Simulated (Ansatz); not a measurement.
## Ti2C: single point with PBEsol

Ti2C:

```
CELL_PARAMETERS angstrom
1.54070 0.88952 4.81377
-1.54070 0.88952 4.81377
0.00000 -1.77905 4.81377
ATOMIC_POSITIONS crystal
Ti 0.75450 0.75450 0.75450
Ti 0.24550 0.24550 0.24550
C 0.50000 0.50000 0.50000
```

The cell comes from a database or a generator and needn't be the stable form of this composition.

```
Program             : Ansatz 0.2.0
Task                : single point
Functional          : PBEsol
Potentials or basis : Ansatz PAW
Cutoff              : 420 eV (not typed: the program's choice for these potentials)
k mesh              : 10 × 10 × 10
Occupations         : fermi-dirac, width 0.05 eV
Spin                : no spin polarisation
```

```
Pressure               : -4.6 GPa
Largest force          : 0.188 eV/Å
Band gap on the k mesh : none (metal or under the smearing width)
```

Forces in eV/Å, atoms in the order of the input:
```
Ti   0.000  0.000  0.188
Ti   0.000  0.000 -0.188
C    0.000  0.000  0.000
```

Stress tensor (GPa, compression positive):
```
-4.86  0.00  0.00
 0.00 -4.86  0.00
 0.00  0.00 -4.19
```

Levels at points of the mesh, in eV from the Fermi level:
```tsv
k point	band 11	band 12	band 13	band 14	band 15	band 16	band 17	band 18
(0.00, 0.00, 0.00)	-2.55	-2.55	-2.03	0.48	0.48	1.00	1.94	1.94
(0.00, 0.00, -0.50)	-3.00	-2.45	-1.28	-0.96	0.12	1.84	2.69	2.85
(0.00, -0.50, -0.50)	-2.86	-2.61	-1.67	-0.88	0.88	2.48	2.87	3.05
(-0.50, -0.50, -0.50)	-2.40	-2.40	-0.89	0.13	0.85	0.85	1.76	1.76
```

Wall time 6.5 s on 2 threads of AMD EPYC 7571, on a shared host, peak memory 0.41 GiB.

Caveat: the PAW data sets come from PBE, with cores solved anew for the run's functional, which leaves a small shift of forces and pressure.
